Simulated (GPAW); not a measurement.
Runs of GPAW 26.7.0 on ZrSe2. Symmetry: P-3m1, No. 164, trigonal system. Conventional cell: a = 3.798 Å, b = 3.798 Å, c = 6.192 Å, α = 90.00°, β = 90.00°, γ = 120.00°. Zr (site symmetry -3m) is surrounded by 6 Se at 2.68 Å. Se (site symmetry 3m) is surrounded by 3 Zr at 2.68 Å. 

| task | level | potentials or basis | spin | cell | k mesh | maxiter | band path | band points | spin axis theta (degrees) | spin axis phi (degrees) | other keys | gap on the mesh (eV) | pressure (GPa) | relaxed volume (Å³/atom) | largest force (eV/Å) |
| --- | --- | --- | --- | --- | --- | --- | --- | --- | --- | --- | --- | --- | --- | --- | --- |
| band structure | M06-L | GPAW PAW data sets (gpaw-data 1.2.1), pw | SOC, no magnetisation | as given | 6 × 6 × 3 | 150 | GMKGALHA,LM,KH | 60 | 90 | 45 | - | 0.54 | 2.1 | - | 0.60 |
| band structure | TASK | GPAW PAW data sets (gpaw-data 1.2.1), pw | SOC, no magnetisation | as given | 6 × 6 × 3 | 150 | GMKGALHA,LM,KH | 80 | 0 | 0 | - | (d) | 7.8 | - | 0.14 |
| Fermi surface | RPBE | the program's PAW data sets (release 1.2.1) made for this functional, pw | off | as given | 5 × 5 × 3 | 75 | - | - | - | - | several, not listed | (a) | (b) | - | 0.32 |
| relaxation of cell and atoms | PBEsol+D3(BJ) | PAW data sets generated in the run's folder for this functional, pw | off | relaxed | 8 × 8 × 5 | 150 | - | - | - | - | - | none | 0.0 | 22.53 | - |
| relaxation of cell and atoms | BLYP+D3 | PAW data sets generated in the run's folder for this functional, pw | off | relaxed | 6 × 6 × 3 | 150 | - | - | - | - | - | 0.47 | 0.0 | (c) | 0.01 |

Alike in all rows: cutoff (eV) 600; smearing fermi-dirac 0.05 eV.

Problem. Estimate the missing entries.

Solution. (a) 0.49; (b) 4.0; (c) 26.70; (d) 1.06.

Caveats: spin-orbit coupling was added after a scalar SCF, so levels and gaps hold it while energy, forces, pressure and moments don't (some runs); this program's spin-orbit splittings come out too wide for heavy elements (some runs); the PAW data sets were made with another functional, which shifts forces and pressure a little (some runs); an odd mesh through Γ misses points on the zone boundary, where band edges often lie (some runs); later steps reuse the first step's grids (some runs); the mesh misses the band edges, which the band path finds closer together (some runs); this functional lacks dispersion, which binds the layers, so the pressure and a relaxed spacing across them are unreliable (some runs).

A k mesh can miss the band edges, and rows without SOC leave out spin-orbit coupling on Se, Zr.

A gap of «none» marks a metal or a gap under the smearing width.

Runs at the PBE level aren't shown here.
